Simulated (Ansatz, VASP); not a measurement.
# Two plane-wave programs on Mg

INCAR

```
ALGO = Normal ; EDIFF = 1E-6
ENCUT = 520 ; ISIF = 2
ISMEAR = -1 ; LASPH = True
LCHARG = False ; LREAL = False
LWAVE = False ; NBANDS = 9
NELM = 80 ; PREC = Accurate
SIGMA = 0.1
```

The input KPOINTS:

```
k-points
0
Gamma
  19 19 10
```

POSCAR

```
Mg
1.0
    3.0466353657      0.0000000000      0.0000000000
   -1.5233176828      2.6384636227      0.0000000000
    0.0000000000      0.0000000000      4.9455111135
Mg
2
Direct
    0.3333333333      0.6666666667      0.2500000000
    0.6666666667      0.3333333333      0.7500000000
```

Input for Ansatz:

```yaml
crystal:
  lattice:
    - [3.0466353657, 0.0, 0.0]
    - [-1.5233176828, 2.6384636227, 0.0]
    - [0.0, 0.0, 4.9455111135]
  atoms:
    - { symbol: Mg, position: [0.3333333333, 0.6666666667, 0.25] }
    - { symbol: Mg, position: [0.6666666667, 0.3333333333, 0.75] }
hamiltonian:
  xc: lda
  pseudopotentials:
    kind: paw
    azcp:
      Mg: "pseudopotentials/Mg.paw.azcp"
basis:
  ecutwfc: 420
  fft_grid_basis: typed
kpoints:
  mp_grid: { grid: [19, 19, 10], shift: [0, 0, 0] }
magnetization:
  spin_polarized: false
scf:
  occupations: { method: fermi_dirac, width: 0.1 }
output:
  stress: true
```

Alike in both runs: task single point; functional LDA; k mesh 19 × 19 × 10; occupations fermi-dirac, width 0.1 eV; no spin polarisation.

|  | VASP | Ansatz |
| --- | --- | --- |
| version | VASP 6.6.1 | Ansatz 0.2.0 |
| potentials or method | VASP PAW LDA potentials, release 64 (Mg) | plane waves (420 eV) with PAW, scalar-relativistic |
| plane-wave cutoff (eV) | 520 | 420 |
| valence electrons in the cell | 4 | 20 |

VASP gave:

| Property | Result |
| --- | --- |
| pressure (GPa) | 3.7 |
| largest component of the traceless stress (GPa) | 0.08 |

**Question.** What did Ansatz give for the same quantities?

**Answer.** Pressure (GPa): 4.0; largest component of the traceless stress (GPa): 0.07.

The two sets of potentials don't hold the same shells in valence. Ansatz warned: «pseudo_functional_mismatch».
